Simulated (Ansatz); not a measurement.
A generator proposed this cell of BaHfO3.

```cif
data_structure
_symmetry_space_group_name_H-M 'P 1'
_symmetry_Int_Tables_number 1
_cell_length_a 4.3273
_cell_length_b 4.3273
_cell_length_c 5.8133
_cell_angle_alpha 90.000
_cell_angle_beta 90.000
_cell_angle_gamma 120.000
_cell_volume 94.27
loop_
_atom_site_label
_atom_site_type_symbol
_atom_site_fract_x
_atom_site_fract_y
_atom_site_fract_z
_atom_site_occupancy
Ba1 Ba 0.66667 0.33333 0.97429 1
Hf1 Hf 0.33333 0.66667 0.64766 1
O1 O 0.00000 0.00000 0.40084 1
O2 O 0.00000 0.00000 0.07950 1
O3 O 0.33333 0.66667 0.03185 1
```

Method: DFT PBE, scalar-relativistic, plane waves, PAW in Ansatz. Settings: cutoff 420 eV, Γ-centred mesh 6×6×4 on the computed 5-atom cell, Gaussian smearing of 0.10 eV; no spin polarisation.

Formation energies are uncorrected and refer to the elements' standard structures at the same level (O₂ as a molecule).

**Question.** Estimate its pressure, forces and energy as it stands.

**Answer.** The pressure is -5.2 GPa (the mean over three directions, positive in compression), the largest force is 5.32 eV/Å, and the energy is −0.39 eV/atom against the elements. The shortest distance is 1.87 Å.

**Question.** Is it a good guess?

**Answer.** A poor one: relaxing gains about 2.1 eV/atom in 29 ionic steps and ends at −2.471 eV/atom on the finer mesh. The symmetry stays P3m1 (No. 156). The volume per atom shrinks by 6.0 %, from 18.9 to 17.7 Å³. The shortest distance goes from 1.87 Å (O–O) to 1.84 Å (Hf–O). The ratio c/a of the conventional cell changes by a factor of 1.52. Conventional cell: a = 3.685 Å, c = 7.535 Å. Around Ba lie 3 O at 2.49 Å and 3 O at 2.85 Å; Hf is surrounded by 1 O at 1.84 Å and 3 O at 2.13 Å; around O on its first site lie 3 Hf at 2.13 Å, 1 O at 2.54 Å and 3 O at 2.78 Å; 2 more sites not described.

The last run used a 12×12×6 mesh (in the run's order of axes) for its 5-atom cell and Gaussian smearing of 0.02 eV. Spin–orbit coupling, which can matter for Hf, is left out. The relaxation can't lower the symmetry of the start, and the grade says only how near the guess is to its own end. Symmetry constrained the relaxation, so the result can be a saddle point. Another cell of BaHfO3 relaxed alike, in Pm-3m, lies 0.85 eV/atom lower, so this cell isn't the stable form at this level.
